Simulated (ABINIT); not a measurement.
Set up this calculation in ABINIT 10.8.3 (patched build), as the native input.

| Property | Result |
| --- | --- |
| Task | equation of state |
| Functional | r2SCAN |
| Potentials or basis | JTH PAW PBE v2.0 |
| Cutoff | 707 eV |
| k mesh | 7 × 7 × 7 |
| Occupations | fermi-dirac, width 0.05 eV |
| Spin | no spin polarisation |
| Fine-grid cutoff | 1306.15 eV |

The system is PbSe.

```
CELL_PARAMETERS angstrom
3.78432 0.00000 0.00000
0.00000 3.78432 0.00000
0.00000 0.00000 3.78432
ATOMIC_POSITIONS crystal
Pb 0.00000 0.00000 0.00000
Se 0.50000 0.50000 0.50000
```

Measurements of this composition are mostly on another form, of space group No. 225.

One way to write it, as run:

run.abi

```
# Datasets: one volume each
ndtset 7
getwfk -1
scalecart1 3*0.9795861087
scalecart2 3*0.9864848297
scalecart3 3*0.9932883884
scalecart4 3*1.0000000000
scalecart5 3*1.0066227096
scalecart6 3*1.0131594038
scalecart7 3*1.0196128224

# Pseudopotentials
pp_dirpath "./"
pseudos "Pb.GGA_PBE-JTH.xml, Se.GGA_PBE-JTH.xml"

# Structure
acell 7.1513321474 7.1513321474 7.1513321474
rprim
     1.0000000000     0.0000000000     0.0000000000
     0.0000000000     1.0000000000     0.0000000000
     0.0000000000     0.0000000000     1.0000000000
ntypat 2
znucl 82 34
natom 2
typat 1 2
xred
     0.0000000000     0.0000000000     0.0000000000
     0.5000000000     0.5000000000     0.5000000000

# Plane-wave basis
ecut 707.496042 eV
pawecutdg 48.0

# k points
kptopt 1
ngkpt 7 7 7
nshiftk 1
shiftk 0.0 0.0 0.0

# Exchange and correlation
ixc -497498
usekden 1
pawxcdev 0

# Bands and occupations
nband 14
occopt 3
tsmear 0.00183747

# SCF cycle
nstep 100
tolvrs 1.0e-7

# Output
iomode 3
prtwf 1
prtden 0
prteig 0
prtebands 0
enunit 2
```

Potentials or basis: JTH PAW PBE v2.0.

Launch:

```bash
$ abinit run.abi > log 2>&1
```

Results of the run:

| Quantity | Value |
| --- | --- |
| Equilibrium volume | 26.75 Å³/atom |
| Bulk modulus | 51 GPa |
| Pressure derivative of the bulk modulus | 3.3 |

Caveat: pressures at fixed basis lie under the slope of the energies; the PAW data sets were made with another functional, which shifts forces and pressure a little.

Wall time 6.6 min on 1 thread of Arm Neoverse V1, on a shared host, peak memory 0.2 GiB.
